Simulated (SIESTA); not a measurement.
Runs of SIESTA 5.4.2 on GaAs. Symmetry: F-43m, No. 216, cubic system. The conventional cell has a = 5.654 Å, b = 5.654 Å, c = 5.654 Å, α = 90.00°, β = 90.00°, γ = 90.00°. Around As (site symmetry -43m) lie 4 Ga at 2.45 Å. Ga (site symmetry -43m) is surrounded by 4 As at 2.45 Å. 

```csv
task,potentials or basis,spin,gap on the mesh (eV),pressure (GPa)
single point,"PseudoDojo 0.4 standard (PBE files), TZP (energy shift 0.003 Ry; two zetas on semicore shells)",off,0.58,4.2
single point,"PseudoDojo 0.4 standard (PBE files), SZ (energy shift 0.003 Ry)",off,0.75,8.2
band structure,"PseudoDojo 0.4 standard (PBE files, fully relativistic), DZP (energy shift 0.003 Ry; two zetas on semicore shells)","non-collinear, zero start, SOC",(c),4.1
single point,"PseudoDojo 0.4 standard (PBE files), DZP (energy shift 0.003 Ry; two zetas on semicore shells)",off,0.66,4.1
single point,"PseudoDojo 0.4 standard (PBE files), TZDP (energy shift 0.003 Ry; two zetas on semicore shells)",off,0.58,(a)
single point,"PseudoDojo 0.4 standard (PBE files), SZP (energy shift 0.003 Ry)",off,0.78,5.0
single point,"PseudoDojo 0.4 standard (PBE files), DZDP (energy shift 0.003 Ry; two zetas on semicore shells)",off,0.66,4.2
band structure,"PseudoDojo 0.4 standard (PBE files), DZP (energy shift 0.003 Ry; two zetas on semicore shells)",off,0.66,4.1
single point,"PseudoDojo 0.4 standard (PBE files), DZ (energy shift 0.003 Ry; two zetas on semicore shells)",off,0.63,(b)
```

Alike in all rows: level PBE; cell as given; k mesh 8 × 8 × 8; smearing fermi-dirac 0.05 eV; grid cutoff 800 Ry; energy shift 0.003 Ry.

Problem. Estimate the missing entries.

Solution. (a) 4.3; (b) 3.7; (c) 0.56.

Caveats: the basis of atomic orbitals isn't converged, which shifts pressures, moduli and gaps; the basis has no polarisation orbitals (some runs).

A k mesh can miss the band edges, and rows without SOC leave out spin-orbit coupling on As, Ga.
